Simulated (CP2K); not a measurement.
# Bi in CP2K: convergence with k mesh

Input of the first run (k mesh 3 × 3 × 3); the others differ in this setting and in those tied to it:

Contents of bi_converge.inp:

```
&GLOBAL
  PROJECT bi_converge
  RUN_TYPE ENERGY_FORCE
  PRINT_LEVEL LOW
&END GLOBAL
&FORCE_EVAL
  METHOD QS
  STRESS_TENSOR ANALYTICAL
  &DFT
    BASIS_SET_FILE_NAME BASIS_MOLOPT
    POTENTIAL_FILE_NAME GTH_POTENTIALS
    &MGRID
      CUTOFF 450
      REL_CUTOFF 60
      NGRIDS 5
    &END MGRID
    &QS
      METHOD GPW
      EPS_DEFAULT 1.0E-9
    &END QS
    &KPOINTS
      SCHEME MONKHORST-PACK 3 3 3
      GAMMA_CENTERED T
      SYMMETRY T
      SYMMETRY_BACKEND SPGLIB
    &END KPOINTS
    &SCF
      SCF_GUESS ATOMIC
      EPS_SCF 1.0E-6
      MAX_SCF 100
      ADDED_MOS 8
      CHOLESKY OFF
      EPS_EIGVAL 1.0E-7
      &DIAGONALIZATION ON
        ALGORITHM STANDARD
      &END DIAGONALIZATION
      &MIXING ON
        METHOD BROYDEN_MIXING
        ALPHA 0.4
        BETA 1.5
        NBUFFER 8
      &END MIXING
      &SMEAR ON
        METHOD FERMI_DIRAC
        ELECTRONIC_TEMPERATURE 116.05
      &END SMEAR
    &END SCF
    &XC
      &XC_FUNCTIONAL
        &LDA_X
        &END LDA_X
        &LDA_C_PW
        &END LDA_C_PW
      &END XC_FUNCTIONAL
    &END XC
    &PRINT
      &KPOINTS ON
      &END KPOINTS
      &MULLIKEN ON
      &END MULLIKEN
      &MO ON
        ENERGIES T
        OCCUPATION_NUMBERS T
        &EACH
          QS_SCF 0
        &END EACH
        ADD_LAST NUMERIC
      &END MO
    &END PRINT
  &END DFT
  &SUBSYS
    &CELL
      A 3.4346503059 0.0000000000 0.0000000000
      B -1.1879136996 3.1971644254 0.0000000000
      C -1.2613989691 -1.5809083701 2.8336682252
      PERIODIC XYZ
    &END CELL
    &COORD
      SCALED
      Bi  -0.0137770000 -0.0173050000 -0.0196660000
    &END COORD
    &KIND Bi
      BASIS_SET DZVP-MOLOPT-SR-GTH-q5
      POTENTIAL GTH-PADE-q5
    &END KIND
    &PRINT
      &ATOMIC_COORDINATES ON
      &END ATOMIC_COORDINATES
      &CELL ON
      &END CELL
    &END PRINT
  &END SUBSYS
  &PRINT
    &FORCES ON
    &END FORCES
    &STRESS_TENSOR ON
    &END STRESS_TENSOR
  &END PRINT
&END FORCE_EVAL
```

Potentials or basis: GTH_POTENTIALS Bi GTH-PADE-q5; DZVP-MOLOPT-SR-GTH basis.

Run with:

```bash
$ OMP_NUM_THREADS=1 cp2k.psmp -i bi_converge.inp -o bi_converge.out
```

The cell isn't the ideal one: cell strained at random at fixed volume.

This isn't the form of Bi at room conditions, which is rhombohedral.

Hardware: 1 thread of AMD EPYC 7R43 64-Core Processor (Zen 3), with other jobs on the host.

| k mesh | energy less the tightest run, at zero smearing (meV/atom) | pressure (GPa) | SCF cycles | CPU time (s) | peak memory (GiB) |
| --- | --- | --- | --- | --- | --- |
| 3 × 3 × 3 | -533.11 | -3.61 | 14 | 21 | 0.25 |
| 4 × 4 × 4 | 118.32 | -1.45 | 11 | 20 | 0.24 |
| 5 × 5 × 5 | 89.31 | -3.05 | 11 | 19 | 0.25 |
| 6 × 6 × 5 | -1.52 | -3.22 | 11 | 21 | 0.25 |
| 7 × 7 × 6 | 18.11 | -1.97 | 11 | 22 | 0.25 |
| 8 × 8 × 8 | 39.16 | -2.69 | 11 | 28 | 0.26 |
| 10 × 10 × 9 | -1.12 | -2.57 | 11 | 38 | 0.25 |
| 12 × 12 × 12 | 0.00 | -2.77 | 11 | 56 | 0.27 |

Not settled before the last step: the energy (to 1 meV/atom), the pressure (to 0.1 GPa). Meshes of other sizes hit other points, so gaps and Fermi surfaces needn't settle smoothly. The tightest run that finished is the yardstick and may itself not be fully converged.

Caveat, for the tightest run too: spin-orbit coupling is left out, which moves the levels of the heavy elements; the basis of atomic orbitals isn't converged, which shifts pressures, moduli and gaps.
